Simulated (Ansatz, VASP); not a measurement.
## Sb: VASP beside Ansatz

The input INCAR:

```
SYSTEM = Sb
PREC     = Accurate       ! precision mode
ENCUT    = 520            ! plane-wave cutoff, eV
EDIFF    = 1E-6           ! SCF threshold, eV
ISMEAR   = -1             ! smearing method
SIGMA    = 0.05           ! smearing width, eV
LREAL    = .False.        ! projectors in reciprocal space
LASPH    = .True.         ! aspherical terms in the spheres
NELM     = 100            ! most SCF steps
ALGO     = Normal         ! electronic algorithm
ISIF     = 2              ! what is computed and relaxed
LWAVE    = .False.        ! write WAVECAR
LCHARG   = .False.        ! write CHGCAR
GGA      = PE             ! functional
NBANDS   = 8              ! bands
```

Contents of KPOINTS:

```
Automatic mesh
0
Gamma
  13 13 12
  0 0 0
```

Contents of POSCAR:

```
Sb
1.0
    2.4295958202      0.0000000000      0.0000000000
   -1.2147979101      2.1040917012      0.0000000000
    0.0000000000      0.0000000000      2.2815411329
Sb
1
Direct
    0.0000000000      0.0000000000      0.0000000000
```

Input for Ansatz:

```yaml
crystal:
  lattice:
    - [2.4295958202, 0.0, 0.0]
    - [-1.2147979101, 2.1040917012, 0.0]
    - [0.0, 0.0, 2.2815411329]
  atoms:
    - { symbol: Sb, position: [0.0, 0.0, 0.0] }
kpoints:
  mp_grid: { grid: [13, 13, 12] }
  band_path:
    path:
      - [0.0, 0.0, 0.0]
      - [0.5, 0.0, 0.0]
      - [0.3333333333, 0.3333333333, 0.0]
      - [0.0, 0.0, 0.0]
      - [0.0, 0.0, 0.5]
      - [0.5, 0.0, 0.5]
      - [0.3333333333, 0.3333333333, 0.5]
      - [0.0, 0.0, 0.5]
      - [0.5, 0.0, 0.5]
    npoints: 8
scf:
  occupations: { method: fermi_dirac, width: 0.05 }
hamiltonian:
  xc: pbe
  pseudopotentials: { kind: all_electron, lapw: { basis_error: 0.001 } }
output:
  forces: true
  stress: true
  eigenvalues: true
  populations: true
  dos: { projected: true, de: 0.2, e_range: [-14, 8] }
```

Change from the starting cell: volume scaled by 0.4, LAPW.

Alike in both runs: task single point; functional PBE; k mesh 13 × 13 × 12; occupations fermi-dirac, width 0.05 eV; no spin polarisation.

|  | VASP | Ansatz |
| --- | --- | --- |
| version | VASP 6.6.1 | Ansatz 0.2.0 |
| potentials or method | VASP PAW PBE potentials, release 64 (Sb) | all-electron LAPW, scalar-relativistic |
| plane-wave cutoff (eV) | 520 | see its input |

```csv
,VASP,Ansatz,Ansatz less VASP
pressure (GPa),421.1,409.4,-11.67
largest component of the traceless stress (GPa),7.16,0.15,-7.009
```

Ansatz ran all-electron here, so the differences hold the error of VASP's frozen core and of both bases.

Caveats: the cell as given lies far from equilibrium; so large a pressure means that the cell lies far from this level's equilibrium, or that cutoff or potentials fall short (VASP). The runs have no spin-orbit coupling, so splittings on Sb are missing.
